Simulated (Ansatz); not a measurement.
The system is MnO.

```
CELL_PARAMETERS angstrom
0.00000 2.22391 2.22391
2.22391 0.00000 2.22391
2.22391 2.22391 0.00000
ATOMIC_POSITIONS crystal
Mn 0.00000 0.00000 0.00000
O 0.50000 0.50000 0.50000
```

The cell is a database's computed one.

```yaml
Program: Ansatz 0.2.0
Task: relaxation of cell and atoms
Functional: B3LYP
Potentials_or_basis: Ansatz PAW
Cutoff: "420 eV (not typed: the program's choice for these potentials)"
k_mesh: 5 × 5 × 5
Occupations: fermi-dirac, width 0.05 eV
Spin: collinear spin, ferromagnetic start
Starting_moments: "[4.0, 0.0] μB"
```

At the start: volume 11.00 Å³/atom.

Q: How do energy, volume and symmetry change on relaxing?

A: It ends after 6 steps and the volume is 11.36 Å³/atom (+3.3 %); space group Fm-3m (No. 225, to 0.05 Å); moment 5.00 μB per cell.

Step by step:
| step | energy change (eV) | largest force (eV/Å) | volume (Å³) |
| --- | --- | --- | --- |
| 1 | 0.0000 | 0.0000 | 22.00 |
| 2 | -0.0087 | 0.0000 | 22.55 |
| 3 | -0.0086 | 0.0000 | 22.69 |
| 4 | -0.0114 | 0.0000 | 22.69 |
| 5 | -0.0113 | 0.0000 | 22.72 |
| 6 | -0.0114 | 0.0000 | 22.72 |

Final structure:
```
Mn O
1.0
     0.00000    2.24810    2.24810
     2.24810    0.00000    2.24810
     2.24810    2.24810    0.00000
Mn O
1 1
Direct
  0.00000 0.00000 0.00000
  0.50000 0.50000 0.50000
```

Caveat: the k mesh is coarse (spacing up to 0.49 Å⁻¹), so the values aren't converged, least of all with exact exchange; the magnetic or orbital state may not be the lowest; the plane-wave basis is chosen anew once the cell has moved, so the energies of steps on either side of that aren't comparable; the pressure holds a Pulay correction of +0.7 GPa for the finite cutoff; a cell with one magnetic atom can't hold antiferromagnetic order, which such compounds often take; the PAW data sets come from PBE, with cores solved anew for the run's functional, which leaves a small shift of forces and pressure.
